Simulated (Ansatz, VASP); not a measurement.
Two plane-wave programs on MgS

POSCAR

```
MgS
1.0
    0.0000000000      2.8815495344      2.8308768389
    2.8815495344      0.0000000000      2.8308768389
    2.8815495344      2.8815495344      0.0000000000
Mg S
1 1
Direct
    0.0000000000      0.0000000000      0.0000000000
    0.2500000000      0.2500000000      0.2500000000
```

File INCAR.step1:

```
PREC = Accurate ; ENCUT = 520
ISMEAR = 0 ; SIGMA = 0.01
LREAL = F ; LASPH = T
NELM = 100 ; NBANDS = 11
GGA = PE ; ALGO = Normal
EDIFF = 1E-4 ; LWAVE = T
LCHARG = F
```

INCAR.step2

```
PREC = Accurate ; ENCUT = 520
EDIFF = 1E-6 ; ISMEAR = 0
SIGMA = 0.01 ; LREAL = F
LASPH = T ; NELM = 100
ALGO = Normal ; ISIF = 2
LWAVE = F ; LCHARG = T
METAGGA = R2SCAN ; LMIXTAU = T
LELF = T ; LVHAR = T
NBANDS = 11 ; ISTART = 1
```

File KPOINTS:

```
Automatic mesh
0
Gamma
  8 8 8
```

Input for Ansatz:

```yaml
crystal:
  lattice:
    - [0.0, 2.8815495344, 2.8308768389]
    - [2.8815495344, 0.0, 2.8308768389]
    - [2.8815495344, 2.8815495344, 0.0]
  atoms:
    - { symbol: Mg, position: [0.0, 0.0, 0.0] }
    - { symbol: S, position: [0.25, 0.25, 0.25] }
kpoints:
  mp_grid: { grid: [8, 8, 8] }
  band_path:
    path:
      - [0.0, 0.0, 0.0]
      - [-0.5, -0.5, 0.0]
      - [-0.375, -0.375, 0.25]
      - [-0.375, 0.0, 0.375]
      - [0.0, 0.0, 0.5]
      - [-0.5, -0.25, 0.25]
    npoints: 1
hamiltonian:
  xc: r2scan
scf:
  occupations: { method: fixed }
  n_extra_bands: 4
output:
  forces: true
  stress: true
  eigenvalues: true
```

Change from the starting cell: biaxial_xy strain +1.8%.

Alike in both runs: task single point; functional r2SCAN; k mesh 8 × 8 × 8; no spin polarisation.

|  | VASP | Ansatz |
| --- | --- | --- |
| version | VASP 6.6.1 | Ansatz 0.2.0 |
| potentials or method | VASP PAW PBE potentials, release 64 (Mg, S) | plane waves, PAW |
| plane-wave cutoff (eV) | 520 | 500 |
| occupations | gaussian, width 0.01 eV | fixed |
| valence electrons in the cell | 8 | 16 |

Ansatz gave:

```
gap on the k mesh at the Fermi level (eV)       : 3.92
pressure (GPa)                                  : -2.0
largest component of the traceless stress (GPa) : 0.28
```

Question: Estimate VASP's values.

Answer: gap on the k mesh at the Fermi level (eV): 3.91; pressure (GPa): -2.3; largest component of the traceless stress (GPa): 0.29.

The two sets of potentials don't hold the same shells in valence.

Caveats: the PAW data sets were made with another functional, which shifts forces and pressure a little (VASP). A k mesh can miss the band edges.
